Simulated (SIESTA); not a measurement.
## TaN under changes of volume

One of the cells (10.813 Å³/atom); the others are scaled copies at fixed shape and fractional positions:

```
CELL_PARAMETERS angstrom
0.00000 2.21132 2.21132
2.21132 0.00000 2.21132
2.21132 2.21132 0.00000
ATOMIC_POSITIONS crystal
Ta 0.50000 0.50000 0.50000
N 0.00000 0.00000 0.00000
```

The cell comes from a database or a generator and needn't be the stable form of this composition.

```yaml
Program: SIESTA 5.4.2
Functional: PBE
Potentials_or_basis: PseudoDojo 0.4 standard (PBE files)
Basis: TZP (energy shift 0.002 Ry)
Grid_cutoff: 800 Ry
Energy_shift: 0.002 Ry
k_mesh: 10 × 10 × 10
Occupations: fermi-dirac, width 0.05 eV
Spin: no spin polarisation
```

| volume (Å³/atom) | energy over the lowest point (meV/atom) | pressure (GPa) |
| --- | --- | --- |
| 10.164 | 57.73 | 26.7 |
| 10.381 | 27.67 | 18.0 |
| 10.597 | ? | ? |
| 10.813 | 0.00 | 3.1 |
| 11.030 | 0.18 | -3.3 |
| 11.246 | 8.68 | -9.1 |
| 11.462 | 24.54 | -14.4 |

What does the run at 10.597 Å³/atom give?

Energy over the lowest point 8.82 meV/atom; pressure 10.2 GPa.

Worked out: A Birch-Murnaghan fit of order 3 (a polynomial in V^(-2/3)) to the other rows has its minimum at 10.91 Å³/atom with B0 = V·E''(V) = 324 GPa and B' = 4.0. It gives 8.83 meV/atom at 10.597 Å³/atom, against the run's 8.82, and -dE/dV = 10.1 GPa, against 10.2.

Energies are extrapolated to zero smearing.

Caveats: semicore shells carry a single zeta, which can move pressures by several GPa and volumes by a few percent; the basis of atomic orbitals isn't converged, which shifts pressures, moduli and gaps.
